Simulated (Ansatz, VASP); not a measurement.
**One calculation of TePb, two programs**

```
CELL_PARAMETERS angstrom
0.00000 3.22700 3.22700
3.22700 0.00000 3.22700
3.22700 3.22700 0.00000
ATOMIC_POSITIONS crystal
Te 0.36055 0.50000 0.50000
Pb 0.00000 0.00000 0.00000
```

Alike in both runs: task single point; functional PBE; k mesh 8 × 8 × 8; occupations gaussian, width 0.05 eV; no spin polarisation.

|  | VASP | Ansatz |
| --- | --- | --- |
| version | VASP 6.6.1 | Ansatz 0.2.0 |
| potentials or method | VASP PAW PBE potentials, release 64 (Te, Pb_d) | scalar-relativistic, plane waves, PAW |
| plane-wave cutoff (eV) | 520 | 420 |
| valence electrons in the cell | 20 | 30 |

|  | VASP | Ansatz | Ansatz less VASP |
| --- | --- | --- | --- |
| gap on the k mesh at the Fermi level (eV) | 0.75 | 0.75 | +0.004 |
| least direct gap on the mesh (eV) | 0.75 | 0.75 | +0.004 |
| pressure (GPa) | 7.4 | 7.4 | +0.02 |
| largest component of the traceless stress (GPa) | 5.69 | 5.65 | -0.034 |
| rms of the force components (eV/Å) | 1.161 | 1.156 | -0.0047 |

Atom by atom the forces differ by 0.005 eV/Å (rms over components). The functional is the same, so the differences come from potentials, cutoffs and numerics. The two sets of potentials don't hold the same shells in valence.

Caveats: spin-orbit coupling is left out, which as a rule narrows the gap of such compounds by several tenths of an eV; forces of over 1 eV/Å show positions far from the minimum, so gaps and moduli don't describe the material at rest. A k mesh can miss the band edges.
